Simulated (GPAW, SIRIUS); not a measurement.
This is a calculation of TiCo for SIRIUS 7.12.0. Atoms were shifted at random by some hundredths of an Å from the given cell, which wasn't relaxed again for these runs. The cell comes from a database or a generator and needn't be the stable form of this composition.

File sirius.json:

```json
{
  "control": {
    "processing_unit": "cpu",
    "verbosity": 2,
    "num_bands_to_print": 23,
    "print_forces": true,
    "print_stress": true
  },
  "parameters": {
    "electronic_structure_method": "pseudopotential",
    "xc_functionals": ["XC_GGA_X_PBE_SOL", "XC_GGA_C_PBE_SOL"],
    "gk_cutoff": 9.8,
    "pw_cutoff": 19.6,
    "ngridk": [9, 9, 9],
    "shiftk": [0, 0, 0],
    "smearing": "fermi_dirac",
    "smearing_width": 0.0018374661,
    "num_bands": 23,
    "num_mag_dims": 1,
    "num_dft_iter": 100,
    "energy_tol": 1e-08,
    "density_tol": 1e-06
  },
  "iterative_solver": {
    "type": "davidson",
    "min_tolerance": 1e-10
  },
  "mixer": {
    "type": "anderson",
    "beta": 0.5,
    "max_history": 8
  },
  "settings": {
    "tol_ne": 1e-10,
    "pseudo_grid_cutoff": 6.5,
    "smooth_initial_mag": true
  },
  "unit_cell": {
    "lattice_vectors": [
      [5.642931948835, 0.0, 0.0],
      [0.0, 5.642931948835, 0.0],
      [0.0, 0.0, 5.642931948835]
    ],
    "atom_coordinate_units": "lattice",
    "atom_types": ["Co", "Ti"],
    "atom_files": {
      "Co": "Co.json",
      "Ti": "Ti.json"
    },
    "atoms": {
      "Co": [
        [0.505521, 0.502271, 0.496601, 0.0, 0.0, 2.0]
      ],
      "Ti": [
        [0.004793, -0.008548, -0.003604, 0.0, 0.0, 1.0]
      ]
    }
  }
}
```

Potentials or basis: PseudoDojo 0.4.1 PBEsol standard (scalar relativistic).

Command:

```console
$ upf_to_json Co.upf
$ upf_to_json Ti.upf
$ OMP_NUM_THREADS=4 sirius.scf --input=sirius.json --output=out.json --task=0
```

Question: What does the same run look like in GPAW 26.7.0 (ASE script)? Potentials or basis there: PAW data sets generated for this functional, cutoff 600 eV.

Answer: As run (cutoffs and basis follow the program's own potentials, and thresholds, step limits or extra output files can differ):

Contents of run.py:

```python
from ase import Atoms
from ase.dft.bandgap import bandgap
from ase.io import write
from ase.units import GPa
from gpaw import GPAW, PW, setup_paths

setup_paths.insert(0, '.')

atoms = Atoms(['Co', 'Ti'],
              cell=[[2.98611099, 0.0, 0.0],
                    [0.0, 2.98611099, 0.0],
                    [0.0, 0.0, 2.98611099]],
              scaled_positions=[[0.505521, 0.502271, 0.496601],
                                [0.004793, -0.008548, -0.003604]],
              pbc=True)
atoms.set_initial_magnetic_moments([2.0, 1.0])

calc = GPAW(mode=PW(600),
            xc='PBEsol',
            kpts={'size': (9, 9, 9), 'gamma': True},
            occupations={'name': 'fermi-dirac', 'width': 0.05},
            nbands=23,
            convergence={'density': 1e-05, 'energy': 1e-05},
            maxiter=150,
            txt='gpaw.txt')
atoms.calc = calc
energy = atoms.get_potential_energy()
forces = atoms.get_forces()
stress = atoms.get_stress()
calc.write('gs.gpw')
write('result.traj', atoms)
print(f'Energy: {energy:.6f} eV')
print('Forces (eV/A):')
print(forces.round(4))
print('Stress (GPa):', (stress / GPa).round(3))
print('Moments:', calc.get_magnetic_moments().round(3))
print('Fermi level:', round(calc.get_fermi_level(), 4), 'eV')
print(f'Gap: {bandgap(calc)[0]:.4f} eV, direct: {bandgap(calc, direct=True)[0]:.4f} eV')
```

Potentials or basis: PAW data sets generated in the run's folder for this functional, pw.

The run is started by

```sh
$ gpaw-setup -f PBEsol Co Ti
$ OMP_NUM_THREADS=1 python run.py
```

Both were run:

|  | SIRIUS | GPAW |
| --- | --- | --- |
| Pressure | -8.2 GPa | -8.4 GPa |
| Largest force | 0.145 eV/Å | 0.150 eV/Å |
| Net moment | 0.69 μB per cell | 0.70 μB per cell |

The potentials hold 29 and 21 valence electrons a cell.

The magnetic state is the one that the start led to; the real crystal's order can differ.

Pressure is positive in compression.
